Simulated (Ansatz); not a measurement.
Geometry optimisation, DFT PBE, scalar-relativistic, plane waves, PAW in Ansatz 0.2.0.

The input (input.yaml):

```yaml
crystal:
  lattice:
    - [-3.65, -6.321985, 0.0]
    - [5.475, -3.160993, 0.0]
    - [0.0, 0.0, 11.4683]
  atoms:
    - { symbol: "Y", position: [0.75, 0.5, 0.0] }
    - { symbol: "Y", position: [0.5, 0.3333333, 0.25] }
    - { symbol: "Y", position: [0.75, 0.5, 0.5] }
    - { symbol: "Y", position: [0.5, 0.3333333, 0.75] }
    - { symbol: "Y", position: [0.5, 0.0, 0.0] }
    - { symbol: "Y", position: [0.25, 0.8333333, 0.25] }
    - { symbol: "Y", position: [0.5, 0.0, 0.5] }
    - { symbol: "Y", position: [0.25, 0.8333333, 0.75] }
    - { symbol: "Y", position: [0.25, 0.5, 0.0] }
    - { symbol: "Y", position: [0.0, 0.3333333, 0.25] }
    - { symbol: "Y", position: [0.25, 0.5, 0.5] }
    - { symbol: "Y", position: [0.0, 0.3333333, 0.75] }
    - { symbol: "Y", position: [0.0, 0.0, 0.0] }
    - { symbol: "Y", position: [0.75, 0.8333333, 0.25] }
    - { symbol: "Y", position: [0.0, 0.0, 0.5] }
    - { symbol: "Y", position: [0.75, 0.8333333, 0.75] }
    - { symbol: "Y", position: [0.0041973, 0.6661399, 0.3727794] }
basis:
  ecutwfc: 420.0
kpoints:
  mp_grid: { grid: [3, 3, 2] }
hamiltonian:
  xc: pbe
scf:
  occupations: { method: gaussian, width: 0.05 }
  lower_state_search: "off"
relax:
  f_tol: 0.03
  max_steps: 60
  adjacent_minimum: "off"
output:
  write_density: true
  write_potential: true
  elf: true
  volumetric_format: npy
```

Command:

```bash
$ ansatz run input.yaml --threads 4 --pin off --max-ram 10240MiB --backend cpu --events-out ev --progress --plain --runs-dir out
```

Question: Where does it end, and by what steps?

Answer: The forces met the threshold. Limits of this set-up: coarse k mesh, a small cell, in which the defect meets its images, a typed lattice constant that wasn't relaxed here. After 8 steps the energy has fallen by 2.880 eV; Y10 moved furthest, 0.50 Å.

```json
{"step": "0", "energy less start (eV)": "0.0000", "largest force component (eV/Å)": "2.415", "accepted": "yes"}
{"step": "1", "energy less start (eV)": "-2.1575", "largest force component (eV/Å)": "1.080", "accepted": "yes"}
{"step": "2", "energy less start (eV)": "-2.7946", "largest force component (eV/Å)": "0.282", "accepted": "yes"}
{"step": "3", "energy less start (eV)": "-2.8597", "largest force component (eV/Å)": "0.055", "accepted": "yes"}
{"step": "4", "energy less start (eV)": "-2.8616", "largest force component (eV/Å)": "0.107", "accepted": "yes"}
{"step": "5", "energy less start (eV)": "-2.8708", "largest force component (eV/Å)": "0.054", "accepted": "yes"}
{"step": "6", "energy less start (eV)": "-2.8762", "largest force component (eV/Å)": "0.097", "accepted": "yes"}
{"step": "7", "energy less start (eV)": "-2.8789", "largest force component (eV/Å)": "0.034", "accepted": "yes"}
{"step": "8", "energy less start (eV)": "-2.8798", "largest force component (eV/Å)": "0.018", "accepted": "yes"}
```

```xyz
17
Lattice="-3.6500 -6.3220 0.0000 5.4750 -3.1610 0.0000 0.0000 0.0000 11.4683" Properties=species:S:1:pos:R:3
Y 0.002 -6.302 0.041
Y 0.152 -4.305 2.992
Y -0.014 -6.121 5.993
Y -0.040 -4.194 8.685
Y -1.757 -3.202 -0.083
Y 3.700 -4.569 2.629
Y -1.922 -3.107 5.685
Y 3.648 -4.236 8.636
Y 1.804 -3.176 0.039
Y 1.411 -0.816 2.720
Y 1.643 -3.254 5.993
Y 1.833 -1.060 8.728
Y -0.070 0.040 -0.095
Y 2.155 -7.243 2.632
Y 0.255 -0.150 5.877
Y 1.839 -7.366 8.635
Y 3.592 -2.076 3.981
```

Whether the end is a true minimum wasn't checked by a vibrational analysis.

Run time: 2.9 min on 4 threads of Arm Neoverse V1, on a shared host, peak memory 1.7 GiB.
